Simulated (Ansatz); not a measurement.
Crystal: TiSe.

```xyz
2
Lattice="3.4034 0.0000 0.0000 0.0000 3.4034 0.0000 0.0000 0.0000 3.4034" Properties=species:S:1:pos:R:3 pbc="T T T"
Ti    0.0000    0.0000    0.0000
Se    1.7017    1.7017    1.7017
```

The cell comes from a database or a generator and needn't be the stable form of this composition.

* Program: Ansatz 0.2.0
* Task: relaxation of cell and atoms
* Functional: HF
* Potentials or basis: Ansatz PAW
* Cutoff: 420 eV (not typed: the program's choice for these potentials)
* k mesh: 4 × 4 × 4
* Occupations: fermi-dirac, width 0.05 eV
* Spin: no spin polarisation

At the start: volume 19.71 Å³/atom.

**Question.** How do energy, volume and symmetry change on relaxing?

**Answer.** It ends after 5 steps and the volume is 17.61 Å³/atom (-10.7 %); space group Pm-3m (No. 221, to 0.05 Å).

The path:
```csv
step,energy change (eV),largest force (eV/Å),volume (Å³)
1,0.0000,0.0000,39.42
2,-0.1341,0.0000,33.93
3,-0.1492,0.0000,35.47
4,-0.1501,0.0000,35.21
5,-0.1458,0.0000,35.21
```

Final structure:
```
CELL_PARAMETERS angstrom
3.27766 0.00000 0.00000
0.00000 3.27766 0.00000
0.00000 0.00000 3.27766
ATOMIC_POSITIONS crystal
Ti 0.00000 0.00000 0.00000
Se 0.50000 0.50000 0.50000
```

Caveat: the k mesh is coarse (spacing up to 0.46 Å⁻¹), so the values aren't converged, least of all with exact exchange; the plane-wave basis is chosen anew once the cell has moved, so the energies of steps on either side of that aren't comparable; the PAW data sets come from PBE, with cores solved anew for the run's functional, which leaves a small shift of forces and pressure.
